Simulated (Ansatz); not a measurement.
# BAs: a tetragonal deformation path

One table from this session's results is given with a row withheld; the runs are named, their logs left out.

Program: Ansatz 0.2.0. Level of theory: DFT r2SCAN, scalar-relativistic, plane waves, PAW. These are calculated values, not measurements.

### Starting point

Symmetry: F-43m, No. 216, cubic system. The conventional cell has a = 4.777 Å, b = 4.777 Å, c = 4.777 Å, α = 90.00°, β = 90.00°, γ = 90.00°. B (site symmetry -43m) is surrounded by 4 As at 2.07 Å. As (site symmetry -43m) is surrounded by 4 B at 2.07 Å.

Structure file:

```cif
data_structure
_symmetry_space_group_name_H-M 'F-43m'
_symmetry_Int_Tables_number 216
_cell_length_a 4.7770
_cell_length_b 4.7770
_cell_length_c 4.7770
_cell_angle_alpha 90.000
_cell_angle_beta 90.000
_cell_angle_gamma 90.000
_cell_volume 109.01
loop_
_atom_site_label
_atom_site_type_symbol
_atom_site_symmetry_multiplicity
_atom_site_Wyckoff_symbol
_atom_site_fract_x
_atom_site_fract_y
_atom_site_fract_z
_atom_site_occupancy
B1 B 4 a 0.00000 0.00000 0.00000 1
As1 As 4 c 0.25000 0.25000 0.25000 1
```

No relaxation comes first: the listed cell is the starting point.

### The reference cell

Reference values: F = -5021.3418 eV; pressure 0.61 GPa; largest force 0.000 eV/Å; gap on the mesh 1.38 eV. It was computed beforehand with the settings of the runs below.

The first run:

At fixed volume and fractional coordinates, lengths along (0.000, 0.000, 1.000) are scaled against those across it; ρ is that ratio over its starting value.

Contents of input.yaml:

```yaml
crystal:
  lattice:
    - [0.0, 2.6811355699, 1.8955628479]
    - [2.6811355699, 0.0, 1.8955628479]
    - [2.6811355699, 2.6811355699, 0.0]
  atoms:
    - { symbol: B, position: [0.0, 0.0, 0.0] }
    - { symbol: As, position: [0.75, 0.75, 0.75] }
basis:
  ecutwfc: 500
kpoints:
  mp_grid: { grid: [12, 12, 12] }
hamiltonian:
  xc: r2scan
scf:
  occupations: { method: gaussian, width: 0.05 }
output:
  forces: true
  stress: true
  eigenvalues: true
```

On the command line:

```console
> ansatz run input.yaml --threads 1 --pin off --max-ram 2560MiB --backend cpu --events-out ev --progress --plain --runs-dir out
```

Steps of the session up to this table: ρ = 0.707; ρ = 1.414; ρ = 0.850; Point ρ = 1.200; At ρ = 0.780; At ρ = 1.300; At ρ = 0.920; ρ = 1.100; ρ = 0.650; ρ = 1.500; Point ρ = 0.960; ρ = 1.050.

One table of the session follows, with a row left open; its other results are not shown here.

The scan, with free energies counted from the undisturbed cell:

| ρ | ΔE (meV/atom) | pressure (GPa) | gap on the mesh (eV) |
| --- | --- | --- | --- |
| 0.650 | 642.9 | -4.0 | 0.00 |
| 0.707 | 474.5 | -2.3 | 0.00 |
| 0.780 | 284.7 | -0.7 | 0.00 |
| 0.850 | 139.1 | 0.2 | 0.00 |
| 0.920 | ? | ? | ? |
| 0.960 | 10.1 | 0.6 | 0.74 |
| 1.000 | 0.0 | 0.6 | 1.38 |
| 1.050 | 15.8 | 0.6 | 0.99 |
| 1.100 | 63.0 | 0.6 | 0.62 |
| 1.200 | 247.0 | 0.9 | 0.00 |
| 1.300 | 534.5 | 1.6 | 0.00 |
| 1.414 | 916.7 | 2.6 | 0.00 |
| 1.500 | 1165.4 | 2.4 | 0.00 |

**Question.** Estimate the row for ρ = 0.920.

Worked estimate for «ΔE (meV/atom)». A straight line through the neighbours (0.850, 139.1) and (0.960, 10.1) gives 139.1 + (10.1 − 139.1) × (0.920 − 0.850) / (0.960 − 0.850) = 57.0; a parabola fitted to 4 rows on both sides gives 42.8.

As computed: ΔE (meV/atom): 40.5; pressure (GPa): 0.6; gap on the mesh (eV): 0.11. In «ΔE (meV/atom)» the line misses by +16.5 and the parabola by +2.3.

Where the gap reads zero, the mesh chosen for the insulator is on the coarse side.
